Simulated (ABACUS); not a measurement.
Pd:

```
CELL_PARAMETERS angstrom
0.00000 1.94650 1.94650
1.94650 0.00000 1.94650
1.94650 1.94650 0.00000
ATOMIC_POSITIONS crystal
Pd 0.00000 0.00000 0.00000
```

| Property | Result |
| --- | --- |
| Program | ABACUS 3.10.1 |
| Task | relaxation of cell and atoms |
| Functional | SOGGA |
| Potentials or basis | Ansatz NC PBE |
| Cutoff | 1116 eV |
| Density cutoff | 4463 eV |
| Basis | plane waves |
| k mesh | 10 × 10 × 10 |
| Occupations | fermi-dirac, width 0.05 eV |
| Spin | no spin polarisation |

At the start: pressure -5.2 GPa; volume 14.75 Å³/atom.

How do energy, volume and symmetry change on relaxing?

Over 3 steps the energy falls by 6.3 meV/atom and the volume is 14.38 Å³/atom (-2.5 %); space group Fm-3m (No. 225, to 0.05 Å).

Step by step:
| step | energy change (eV) | largest force (eV/Å) | pressure (GPa) | volume (Å³) |
| --- | --- | --- | --- | --- |
| 1 | 0.0000 | 0.0000 | -5.18 | 14.75 |
| 2 | 0.0156 | 0.0000 | 11.39 | 13.72 |
| 3 | -0.0063 | 0.0000 | -0.04 | 14.38 |

Final structure:
```cif
data_structure
_symmetry_space_group_name_H-M 'P 1'
_symmetry_Int_Tables_number 1
_cell_length_a 2.7293
_cell_length_b 2.7293
_cell_length_c 2.7293
_cell_angle_alpha 60.000
_cell_angle_beta 60.000
_cell_angle_gamma 60.000
_cell_volume 14.38
loop_
_atom_site_label
_atom_site_type_symbol
_atom_site_fract_x
_atom_site_fract_y
_atom_site_fract_z
_atom_site_occupancy
Pd1 Pd 0.00000 0.00000 0.00000 1
```

Caveat: the potentials were made for another functional, which shifts forces and pressure.
